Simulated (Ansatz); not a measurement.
## Calculated ⁵⁷Fe Mössbauer parameters for FeS2

Cell: a measured structure from the Crystallography Open Database (COD) whose atoms were relaxed with PBE, the cell held.

Space group Pa-3 (No. 205); a = 5.4179 Å.

| site | Wyckoff | site symmetry | x | y | z |
| --- | --- | --- | --- | --- | --- |
| Fe | 4a | .-3. | 0.0000 | 0.0000 | 0.0000 |
| S | 8c | .3. | 0.3827 | 0.3827 | 0.3827 |

One atom of each set is listed.

All values are calculated (Ansatz; DFT, PBE, plane waves and PAW, scalar-relativistic, collinear spin, 420 eV cutoff, Γ-centred 8×8×8 k-points, Fermi–Dirac smearing 0.05 eV), not measured. Start moments as typed (μB): 3 on each Fe, none on the rest.

Isomer shifts (against α-Fe) follow from the electron density at the nucleus, δ = α(ρ − ρ₀), with α = -0.366 mm s⁻¹ a₀³ and ρ₀ = 14904.00 a₀⁻³ from a line fitted to 10 measured compounds at this level of theory (rms miss 0.11 mm/s). ΔE_Q = ½eQV_zz(1 + η²/3)^½ with Q = 0.160 b for the 14.4 keV state.

Q: What would the ⁵⁷Fe spectrum's parameters be?

A: 

| site | atoms | first shell | ρ − ρ₀ (a₀⁻³) | δ (mm/s) | ΔE_Q (mm/s) | η |
| --- | --- | --- | --- | --- | --- | --- |
| Fe | 4 | 6 S at 2.26 Å | -0.83 | 0.31 | -0.66 | 0.00 |

The shift of Fe is in the range of low-spin iron, and the site carries no moment.

With these PAW files V_zz is typically within 2 to 3 % of all-electron values, but misses above 10 % occur on Fe. With a gap of 0.4 eV on this mesh, the gradients can still move by some per cent as the k-mesh gets denser. The start moments die out, and the run ends without spin.
